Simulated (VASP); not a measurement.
Set up this calculation in VASP 6.6.1, as the native input.

| Quantity | Value |
| --- | --- |
| Task | single point |
| Functional | PBE |
| Potentials or basis | VASP PAW PBE potentials, release 64 (Mg) |
| Cutoff | 520 eV |
| k mesh | 8 × 8 × 8 |
| Occupations | gaussian, width 0.05 eV |
| Spin | no spin polarisation |
| Dipole correction | no |
| Further INCAR settings | ALGO = Normal; EDIFF = 1e-07; NBANDS = 7 |

The structure of Mg lies in POSCAR:

```
Mg
1.0
   -1.7875875591      1.7875875591      1.7875875591
    1.7875875591     -1.7875875591      1.7875875591
    1.7875875591      1.7875875591     -1.7875875591
Mg
1
Direct
    0.0000000000      0.0000000000      0.0000000000
```

The cell was built by a generator and needn't be a form met in nature.

The input as run:

INCAR

```
  ALGO = Normal
  EDIFF = 1E-7
  ENCUT = 520
  GGA = PE
  ISIF = 2
  ISMEAR = 0
  LASPH = T
  LCHARG = F
  LREAL = F
  LWAVE = F
  NBANDS = 7
  NELM = 60
  PREC = Accurate
  SIGMA = 0.05
```

KPOINTS

```
k-points
0
Gamma
  8 8 8
```

Potentials or basis: VASP PAW PBE potentials, release 64 (Mg).

Command:

```sh
$ cat potpaw_PBE.64/Mg/POTCAR > POTCAR
$ mpirun -np 1 vasp_std > vasp.out
```

Results of the run:

```yaml
Pressure: -0.1 GPa
Band_gap_on_the_k_mesh: none (metal or under the smearing width)
```

Wall time 3.1 s on 1 thread of Intel(R) Xeon(R) Platinum 8488C (Sapphire Rapids) (shared host), peak memory 0.13 GiB.
